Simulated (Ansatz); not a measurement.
# Al3Cu: the cost of one run

Method: DFT r2SCAN, scalar-relativistic, plane waves, PAW, in Ansatz 0.2.0.

1 further run of the same task is left out (set aside as unsound or not needed).

## (1) The system as given

Symmetry: P4/mmm, No. 123, tetragonal system. The conventional cell has a = 2.774 Å, b = 2.774 Å, c = 7.592 Å, α = 90.00°, β = 90.00°, γ = 90.00°. Al (site symmetry 4/mmm) has 12 Al at 2.77 to 2.88 Å as nearest neighbours. Around Al (site symmetry 4mm) lie 4 Cu at 2.59 Å and 8 Al at 2.77 to 2.88 Å. Cu (site symmetry 4/mmm) is surrounded by 8 Al at 2.59 Å and 4 Cu at 2.77 Å.

Structure file:

```
Al Cu
1.0
     2.77378    0.00000    0.00000
     0.00000    2.77378    0.00000
     0.00000    0.00000    7.59186
Al Cu
3 1
Direct
  0.00000 0.00000 0.50000
  0.50000 0.50000 0.22264
  0.50000 0.50000 0.77736
  0.00000 0.00000 0.00000
```

It goes back to an entry of the Materials Project, which need not be the stable form.

It is the result of an earlier relaxation at this level (volume 14.60 Å³/atom; gap on the mesh: none (metal)).

## (2) Point at V/V0 = 0.97

File input.yaml:

```yaml
crystal:
  lattice:
    - [2.745760957, 0.0, 0.0]
    - [0.0, 2.745760957, 0.0]
    - [0.0, 0.0, 7.5151723803]
  atoms:
    - { symbol: Al, position: [0.0, 0.0, 0.5] }
    - { symbol: Al, position: [0.5, 0.5, 0.2226430006] }
    - { symbol: Al, position: [0.5, 0.5, 0.7773569994] }
    - { symbol: Cu, position: [0.0, 0.0, 0.0] }
basis:
  ecutwfc: 500
kpoints:
  mp_grid: { grid: [16, 16, 6] }
hamiltonian:
  xc: r2scan
scf:
  occupations: { method: gaussian, width: 0.1 }
output:
  forces: true
  stress: true
  eigenvalues: true
relax:
  adjacent_minimum: "off"
  f_tol: 0.01
  max_steps: 30
  cell: { stress_tol: 0.1, fix: [volume] }
```

Run with:

```console
> ansatz run input.yaml --threads 1 --pin off --max-ram 2560MiB --backend cpu --events-out ev --progress --plain --runs-dir out
```

Q: Estimate wall time and peak memory on 1 thread of Arm Neoverse V2, shared host.

About 83 s, with a peak of 0.63 GiB.
